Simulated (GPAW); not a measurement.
# Magnetic state of Co3 Ru2 Co3 0001 from several starts, part 2 of 2

A self-consistent run ends on one state, which hangs on the start. Several orders of Co3 Ru2 Co3 0001 are started in GPAW and their energies compared.

GPAW 26.7.0; PBE; plane waves with GPAW's PAW setups, scalar-relativistic.

So far. Step 2 (Start 1: ferro ++++++): After 56 cycles the largest moment stands at 1.83 μB.

**3. Start 2: antiferro +++---**

An opposed order shows whether the pairs that it reverses prefer unlike signs.

The input, order2.py:

```python
import json
import numpy as np
from ase import Atoms
from ase.parallel import paropen, parprint
from gpaw import GPAW

atoms = Atoms(['Co', 'Co', 'Co', 'Ru', 'Ru', 'Co', 'Co', 'Co'],
    cell=[[2.706, 0.0, 0.0],
         [-1.353, 2.343465, 0.0],
         [0.0, 0.0, 25.0413]],
    scaled_positions=[[0.0, 0.0, 0.239605],
         [0.333333, 0.666667, 0.309505],
         [0.0, 0.0, 0.379406],
         [0.333333, 0.666667, 0.457178],
         [0.0, 0.0, 0.542822],
         [0.333333, 0.666667, 0.620594],
         [0.0, 0.0, 0.690495],
         [0.333333, 0.666667, 0.760395]],
    pbc=True,
    magmoms=[1.8, 1.8, 1.8, 0.0, 0.0, -1.8, -1.8, -1.8])
atoms.calc = GPAW(mode={'name': 'pw', 'ecut': 450},
    xc='PBE',
    kpts={'size': (20, 20, 1), 'gamma': True},
    occupations={'name': 'fermi-dirac', 'width': 0.05},
    convergence={'density': 1e-05, 'energy': 1e-05},
    maxiter=250,
    mixer={'name': 'pulay', 'beta': 0.03, 'nmaxold': 8, 'weight': 100},
    symmetry={'tolerance': 1e-4},
    txt='order2.txt')
e = atoms.get_potential_energy(force_consistent=True)
res = {'free_energy': e, 'energy_sigma0': atoms.get_potential_energy(), 'fermi_energy': atoms.calc.get_fermi_level()}
res['moments'] = atoms.get_magnetic_moments().tolist()
res['total'] = atoms.get_magnetic_moment()
parprint('site moments (muB):', np.round(res['moments'], 3))
parprint(f"total moment: {res['total']:.3f} muB")
parprint(f'free energy: {e:.6f} eV')
atoms.calc.write('order2.gpw')
with paropen('results.json', 'w') as f:
    json.dump(res, f)
```

On the command line:

```
$ OMP_NUM_THREADS=1 mpirun -n 8 gpaw python order2.py > order2.log
```

Numbers of over 12 decimals in the logs are rounded to 6 here.

What it wrote:

```text
site moments (muB): [ 1.832  1.711  1.329  0.038 -0.038 -1.329 -1.711 -1.832]
total moment: 0.000 muB
free energy: -64.334733 eV

--- order2.txt ---
Input parameters:
  mode=PW(ecut=450),
  convergence={'density': 1e-05, 'energy': 1e-05},
  kpts=MonkhorstPack(size=(20, 20, 1), gamma=True),
  maxiter=250,
  mixer=Pulay(name='pulay', nmaxold=8, beta=0.03, weight=100, sigma=0.015, g_ss=None),
  occupations=Occupations(name='fermi-dirac', width=0.05),
  symmetry=Symmetry(tolerance=0.0001),
  xc=XC(name='PBE')

Diagonalizing LCAO Hamiltonian
Converting LCAO to pw mode

        Co

       Co
        Co

       Ru

        Ru

       Co
        Co

       Co

Atoms  # Å, Bohr magnetons
|   | symbol |         x |        y |         z |    initial magnetic moments |
|---|--------|-----------|----------|-----------|-----------------------------|
| 0 |     Co |  0.000000 | 0.000000 |  6.000021 | ( 0.0000,  0.0000,  1.8000) |
| 1 |     Co | -0.000001 | 1.562311 |  7.750408 | ( 0.0000,  0.0000,  1.8000) |
| 2 |     Co |  0.000000 | 0.000000 |  9.500819 | ( 0.0000,  0.0000,  1.8000) |
| 3 |     Ru | -0.000001 | 1.562311 | 11.448331 | ( 0.0000,  0.0000,  0.0000) |
| 4 |     Ru |  0.000000 | 0.000000 | 13.592969 | ( 0.0000,  0.0000,  0.0000) |
| 5 |     Co | -0.000001 | 1.562311 | 15.540481 | ( 0.0000,  0.0000, -1.8000) |
| 6 |     Co |  0.000000 | 0.000000 | 17.290892 | ( 0.0000,  0.0000, -1.8000) |
| 7 |     Co | -0.000001 | 1.562311 | 19.041279 | ( 0.0000,  0.0000, -1.8000) |

Unit cell  # Å
| periodic |         x |        y |         z |   lengths |     angles |
|----------|-----------|----------|-----------|-----------|------------|
|      yes |  2.706000 | 0.000000 |  0.000000 |  2.706000 |  90.000000 |
|      yes | -1.353000 | 2.343465 |  0.000000 |  2.706000 |  90.000000 |
|      yes |  0.000000 | 0.000000 | 25.041300 | 25.041300 | 119.999997 |

Number of symmetries: 6

BZ-sampling:
  Number of BZ points: 400
  Number of IBZ points: 44

  Monkhorst-Pack size: [20, 20, 1]
  Monkhorst-Pack shift: [0.025, 0.025, 0.0]

Plane wave coefficients: 3471
Cutoff: 450.000000 eV

Spin-components: 2 (collinear spins)
Bands:           56
Projectors:      48
Spin-degeneracy: 1
Datatype:        complex128

Parallelization:
  kpt:    8
  domain: 1
  band:   1

Density:
  Valence electrons: 86.0
  Components: 2
  Grid points: [ 14  14 125]
  Charge: 0.0  # |e|

Potential:
  Grid points: [ 14  14 125]

[... setups left out ...]
Reference energy: -473906.509400  # eV

eigensolver:
  PPCG
  Converge bands: occupied
  niter=2

density mixing:
  Pulay-Mixer
  Linear mixing parameters: 0.03
  Old densities: 8
  Fourier metric: weight=100, sigma=0.015

occupation numbers:
  Fermi-Dirac:
    width: 0.0500  # eV

poisson solver:
  ecut: 3600.000000  # eV

xc functional:
  name: PBE with 2 nearest neighbor stencil

convergence criteria:
- Maximum integral of absolute [dens]ity change: 1e-05 electrons / valence electron
- Maximum [total energy] change in last 3 cyles: 1e-05 eV / valence electron
- Maximum integral of absolute [eigenst]ate change: 4e-08 eV^2 / valence electron
maximum number of iterations: 250

SCF iterations
|iter     |      energy | eigst |  dens |  magmom |
|---------|-------------|-------|-------|---------|
|iter:   1|       0s |  -73.930821 | +0.35 |       |  +0.0000|
|iter:   2|      10s |  -85.917749 | -0.04 | -0.69 |  +0.0003|
|iter:   3|      19s |  -67.049016 | -0.66 | -0.56 |  +0.0004|
|iter:   4|      27s |  -66.027948 | -2.03 | -0.90 |  +0.0014|
|iter:   5|      36s |  -65.872668 | -2.39 | -1.02 |  -0.0020|
|iter:   6|      45s |  -65.070038 | -2.16 | -1.04 |  +0.0050|
|iter:   7|      54s |  -64.574044 | -1.25 | -1.18 |  +0.0071|
|iter:   8|      63s |  -64.305865 | -2.10 | -1.20 |  +0.0095|
|iter:   9|      72s |  -64.299428 | -3.17 | -1.35 |  +0.0095|
|iter:  10|      80s |  -64.179100 | -2.34 | -1.36 |  +0.0097|
[... 42 iterations left out ...]
|iter:  53|     416s |  -64.296892c| -7.99c| -4.55 |  +0.0000|
|iter:  54|     419s |  -64.296892c| -8.10c| -4.58 |  +0.0000|
|iter:  55|     423s |  -64.296893c| -8.64c| -4.62 |  +0.0000|
|iter:  56|     427s |  -64.296893c| -8.73c| -4.67 |  +0.0000|
|iter:  57|     431s |  -64.296893c| -8.72c| -4.70 |  +0.0000|
|iter:  58|     435s |  -64.296894c| -8.69c| -4.74 |  +0.0000|
|iter:  59|     439s |  -64.296894c| -8.96c| -4.81 |  +0.0000|
|iter:  60|     443s |  -64.296894c| -9.05c| -4.85 |  +0.0000|
|iter:  61|     447s |  -64.296895c| -8.95c| -4.90 |  +0.0000|
|iter:  62|     451s |  -64.296895c| -9.18c| -5.02c|  +0.0000|

Converged in 62 steps
Energy contributions relative to reference atoms: (reference = -473906.509400)

Energy contributions:
  Kinetic:          47.393027
  Coulomb:         -45.645657
  Zero:              1.120073
  External:          0.000000
  Xc:              -67.126500
  Entropy:          -0.075677
  Spinorbit:         0.000000
  ----------------------------
  Free energy:     -64.334733
  Extrapolated:    -64.296895

dipole moment: (-24.944320, -21.813995, -0.000069)  # |e|*Ang

Total magnetic moment: (0.000000, 0.000000, 0.000003)

Local magnetic moments
|        x |        y |         z |
|----------|----------|-----------|
| 0.000000 | 0.000000 |  1.832281 |  # Co   0
| 0.000000 | 0.000000 |  1.711095 |  # Co   1
| 0.000000 | 0.000000 |  1.328745 |  # Co   2
| 0.000000 | 0.000000 |  0.037624 |  # Ru   3
| 0.000000 | 0.000000 | -0.037626 |  # Ru   4
| 0.000000 | 0.000000 | -1.328741 |  # Co   5
| 0.000000 | 0.000000 | -1.711096 |  # Co   6
| 0.000000 | 0.000000 | -1.832280 |  # Co   7

Fermi level: 4.881
Eigenvalues  # (at kpt = [-0.000, -0.000, 0.000])
| band index |      eig [eV] | occ [0-1] |      eig [eV] | occ [0-1] |
|------------|---------------|-----------|---------------|-----------|
|          0 |       -68.185 |     1.000 |       -68.185 |     1.000 |
|        ... |               |           |               |           |
|         38 |         3.972 |     1.000 |         3.972 |     1.000 |
|         39 |         3.972 |     1.000 |         3.972 |     1.000 |
|         40 |         4.182 |     1.000 |         4.182 |     1.000 |
|         41 |         4.182 |     1.000 |         4.182 |     1.000 |
|         42 |         4.241 |     1.000 |         4.241 |     1.000 |
|         43 |         4.408 |     1.000 |         4.408 |     1.000 |
|         44 |         4.408 |     1.000 |         4.408 |     1.000 |
|         45 |         4.678 |     0.983 |         4.678 |     0.983 |
|         46 |         4.886 |     0.477 |         4.886 |     0.477 |
|         47 |         5.026 |     0.052 |         5.026 |     0.052 |
|         48 |         5.026 |     0.052 |         5.026 |     0.052 |
|         49 |         5.523 |     0.000 |         5.523 |     0.000 |
|         50 |         5.523 |     0.000 |         5.523 |     0.000 |
|         51 |         5.852 |     0.000 |         5.852 |     0.000 |
|         52 |         5.852 |     0.000 |         5.852 |     0.000 |
|         53 |         5.962 |     0.000 |         5.962 |     0.000 |
|        ... |               |           |               |           |
|         55 |         6.061 |     0.000 |         6.061 |     0.000 |

No gap
No difference between direct/indirect transitions
```

Run time: 8 min. Hardware: 8 MPI ranks of Intel Xeon at 2.50GHz (Skylake/Cascade Lake), shared host; peak memory 2.1 GiB; 62 min of CPU time.

Spin moment in the augmentation sphere by atom:

```tsv
atom	spin moment in the augmentation sphere (μB)
Co1	1.83
Co2	1.71
Co3	1.33
Ru4	0.04
Ru5	-0.04
Co6	-1.33
Co7	-1.71
Co8	-1.83
```

Numbers from this step:

```
magnetization : 0 μB
final state   : antiferromagnetic
```

It lies 3.78 meV a seeded atom over the first start, and its largest moment is 1.83 μB against 1.83 μB.

**4. Order 3, typed as no spin polarisation**

A run without seeds gives the energy of the state without moments.

nospin.py is the script of step 3 with these lines changed:

```diff
@@ -18,4 +18,3 @@
          [0.333333, 0.666667, 0.760395]],
-    pbc=True,
-    magmoms=[1.8, 1.8, 1.8, 0.0, 0.0, -1.8, -1.8, -1.8])
+    pbc=True)
 atoms.calc = GPAW(mode={'name': 'pw', 'ecut': 450},
@@ -28,11 +27,7 @@
     symmetry={'tolerance': 1e-4},
-    txt='order2.txt')
+    txt='nospin.txt')
 e = atoms.get_potential_energy(force_consistent=True)
 res = {'free_energy': e, 'energy_sigma0': atoms.get_potential_energy(), 'fermi_energy': atoms.calc.get_fermi_level()}
-res['moments'] = atoms.get_magnetic_moments().tolist()
-res['total'] = atoms.get_magnetic_moment()
-parprint('site moments (muB):', np.round(res['moments'], 3))
-parprint(f"total moment: {res['total']:.3f} muB")
 parprint(f'free energy: {e:.6f} eV')
-atoms.calc.write('order2.gpw')
+atoms.calc.write('nospin.gpw')
 with paropen('results.json', 'w') as f:
```

On the command line:

```
$ OMP_NUM_THREADS=1 mpirun -n 8 gpaw python nospin.py > nospin.log
```

What it wrote:

```text
free energy: -62.839840 eV

--- nospin.txt ---
Input parameters:
  mode=PW(ecut=450),
  convergence={'density': 1e-05, 'energy': 1e-05},
  kpts=MonkhorstPack(size=(20, 20, 1), gamma=True),
  maxiter=250,
  mixer=Pulay(name='pulay', nmaxold=8, beta=0.03, weight=100, sigma=0.015, g_ss=None),
  occupations=Occupations(name='fermi-dirac', width=0.05),
  symmetry=Symmetry(tolerance=0.0001),
  xc=XC(name='PBE')

[...]
|          0 |       -68.440 |     2.000 |
|        ... |               |           |
|         39 |         3.749 |     2.000 |
|         40 |         3.758 |     2.000 |
|         41 |         3.786 |     2.000 |
|         42 |         4.301 |     1.998 |
[...]
|         52 |         5.015 |     0.001 |
|         53 |         5.647 |     0.000 |
|         54 |         5.647 |     0.000 |
|         55 |         6.038 |     0.000 |

No gap
No difference between direct/indirect transitions

[key lines of the parts left out:]
Free energy:     -62.839840
Converged in 49 steps
dipole moment: (-24.912159, -21.845685, -0.000079)  # |e|*Ang
Fermi level: 4.640
```

It took 3.3 min on 8 MPI ranks; peak memory 1.8 GiB; 26 min of CPU time.

Numbers from this step:

| Item | Value |
| --- | --- |
| final state | non-magnetic (no spin polarisation) |

It lies 253 meV a seeded atom over the first start.

**5. The states side by side**

These are free energies at a smearing of 0.05 eV, so its entropy term is in the differences. They are divided by the number of seeded atoms, so that cells of unlike size compare.

Orders:

```tsv
start	final state	typed order kept	energy over the lowest (meV a seeded atom)	largest site moment (μB)	net moment (μB a primitive cell)	mesh matched	CPU time (s)
ferro ++++++	ferromagnetic	yes	0	1.83	9.403	yes	3924
antiferro +++---	antiferromagnetic	yes	3.781	1.832	0	yes	3695
no spin polarisation	non-magnetic	-	252.9	0	0	yes	1566
```

**6. Summary of results**

| Property | Result |
| --- | --- |
| lowest state found | ferromagnetic (typed ferro ++++++) |
| largest site moment | 1.83 μB |
| next state | antiferromagnetic, 3.78 meV a seeded atom higher |
| energy gained by spin polarisation | 253 meV a seeded atom |

In words: The lowest state found is ferromagnetic, reached from the start ferro ++++++, with moments up to 1.83 μB. The two lowest states lie so close that the mesh, the functional or spin–orbit coupling could swap them. This is the lowest of 3 finished starts, no proof of the ground state.

[Logs and program files are shortened in this print: banners, set-up blocks, solver, clock and traceback lines can be left out without a mark of their own.]

[Logs are printed without paths, hosts, clocks, repeated set-up lines and the standing remarks that a program may print on its own settings, such as how far it seeks lower states.]

[Hosts, paths, dates, database ids (printed as entryN), source tags and the programs' standing remarks are cut or masked in the printed files.]

[Where a cell is said to come from a database of computed structures, the database is the Materials Project.]
